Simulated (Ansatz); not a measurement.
An Ansatz run on GaN (F-43m) from a database structure left the output below. Cell and atoms come from a relaxation with r2SCAN.

Structure:
```
CELL_PARAMETERS angstrom
0.00000 2.24895 2.24895
2.24895 0.00000 2.24895
2.24895 2.24895 0.00000
ATOMIC_POSITIONS crystal
Ga 0.00000 0.00000 0.00000
N 0.75000 0.75000 0.75000
```

The output, standing remarks left out:
```
Crystal: 2 atoms, lattice volume = 22.749 Å³
Basis set: ecut = 500 eV, 561 PW (Γ)
Bands: 13, of which v1, the nominal top of the filled ones, is band 9 counted from 1 (8 counted from 0)
Symmetry: 24 space group operations
Space group: F-43m (ITA 216)
k-points: 16 of 216 (time reversal used)
SCF 1 converged in 8 iterations: F = -4176.369266 eV  dr2 = 2.20e-8
Free energy (F): -4176.369266 eV
Fermi energy:    9.470302 eV
--- Per-component energies (eV) ---
  E_band       = -15.005256
  E_kinetic    = 247.103523
  E_local      = -1948.536490
  E_nonlocal   = 476.382292
  E_hartree    = 899.018062
  E_xc         = -121.769668
  E_vxc        = -143.635654
  E_paw        = -2137.239162
  E_vpaw       = -452.203782
  E_vtau       = 7.850382
  E_ewald      = -1590.645167
  E_core_change = -0.682634
--- G₀W₀: contour deformation, 6 samples at zero and on the imaginary axis and 3 off it, 216 q-points, 85 empty bands' worth ---
    ik  band        ε_KS         Σx   Σc(E_QP)       V_xc       Z   E_QP_lin       E_QP  E_QP is
     0     8      9.4703   -24.0271     2.9919   -20.6345  0.7809     9.0676     9.0696  root
     0     9      9.4703   -24.0271     2.9919   -20.6345  0.7809     9.0676     9.0696  root
     0    10     11.6369   -11.1072    -3.7401   -15.3836  0.8141    12.1761    12.1732  root
     0    11     20.5298    -7.7764    -5.1826   -13.4362  0.8069    21.0104    21.0070  root
     1     8      9.1897   -23.7237     3.0424   -20.2535  0.7802     8.7595     8.7619  root
     1     9      9.1897   -23.7237     3.0424   -20.2535  0.7802     8.7595     8.7619  root
     1    10     13.2786   -11.4253    -3.8967   -15.9271  0.8055    13.8879    13.8837  root
     1    11     19.4795    -8.1550    -5.1514   -13.8097  0.8024    19.9865    19.9828  root
     2     8      8.6911   -23.2126     3.1384   -19.6072  0.7784     8.2211     8.2241  root
     2     9      8.6911   -23.2126     3.1384   -19.6072  0.7784     8.2211     8.2241  root
     2    10     14.4994   -10.1047    -4.4287   -15.1323  0.8119    15.1027    15.0983  root
     2    11     18.8577    -8.7706    -5.3681   -14.6869  0.7745    19.4092    19.4059  root
     3     8      8.4657   -22.9763     3.1787   -19.3169  0.7775     7.9819     7.9851  root
     3     9      8.4657   -22.9763     3.1787   -19.3169  0.7775     7.9819     7.9851  root
     3    10     14.6926    -9.8688    -4.4567   -14.8951  0.8185    15.2661    15.2622  root
     3    11     18.9512    -8.7310    -5.5820   -14.8369  0.7589    19.4806    19.4751  root
     8     8      7.6908   -22.2946     3.2460   -18.4779  0.7755     7.1150     7.1201  root
     8     9      9.0519   -23.5504     3.0697   -20.0465  0.7796     8.6153     8.6177  root
     8    10     14.8031   -10.9664    -4.4051   -16.0545  0.7976    15.4925    15.4862  root
     8    11     18.8642    -9.0626    -5.0849   -14.7050  0.7984    19.4263    19.4217  root
     9     8      7.2745   -21.9210     3.3746   -17.9690  0.7719     6.6916     6.6971  root
     9     9      7.2745   -21.9210     3.3746   -17.9690  0.7719     6.6916     6.6971  root
     9    10     14.1846    -8.4596    -4.1405   -12.9041  0.8195    14.4897    14.4886  root
     9    11     17.1121    -9.9217    -4.8377   -15.4400  0.8117    17.7993    17.7927  root
    12     8      6.6673   -21.2933     3.4714   -17.2219  0.7678     6.0611     6.0673  root
    12     9      6.6673   -21.2933     3.4714   -17.2219  0.7678     6.0611     6.0673  root
    12    10     13.2410    -8.4594    -3.8914   -12.5357  0.8289    13.4263    13.4259  root
    12    11     16.7681    -9.6219    -4.6460   -14.8543  0.8194    17.3591    17.3546  root
    14     8      5.6567   -21.3554     3.6887   -16.9753  0.7594     4.9549     4.9653  root
    14     9      7.0258   -21.5533     3.3565   -17.5876  0.7717     6.4104     6.4165  root
    14    10     16.5340    -9.1158    -4.4580   -13.9704  0.8034    16.9328    16.9306  root
    14    11     17.7064   -10.3862    -5.1965   -16.3591  0.7889    18.4939    18.4828  root
```

The points are ik 0 = (0, 0, 0) (Γ), ik 1 = (0, 0, 1/6), ik 2 = (0, 0, 1/3), ik 3 = (0, 0, -1/2), ik 8 = (0, 1/6, -1/6), ik 9 = (0, 1/3, 1/3), ik 12 = (0, -1/2, -1/2), ik 14 = (1/6, 1/3, -1/3); band 9 is the last filled one.

Question: Which of these blocks stood in the input: relax, gw, phonons, dielectric, magnetization (spin_orbit)?

Answer: gw. The quasiparticle table needs the gw block.

Question: Which k mesh was typed?

Answer: 6×6×6, Γ-centred.

Question: How were the bands filled?

Answer: Fixed occupations.

Question: Which functional?

Answer: r2SCAN. The term E_vtau belongs to a meta-GGA, which reads the kinetic-energy density. The lines shown narrow the functional down without fixing it; this is the one that was run.

Run as `ansatz run input.yaml --threads 2 --pin off --max-ram 3686MiB --backend cpu --events-out ev --progress --plain --runs-dir out`. Wall time 27 s on 2 threads of Intel(R) Xeon(R) Platinum 8259CL CPU @ 2.50GHz (Skylake/Cascade Lake), with other jobs on the host; peak host memory 0.43 GiB.

Calculated for a static, non-magnetic cell.
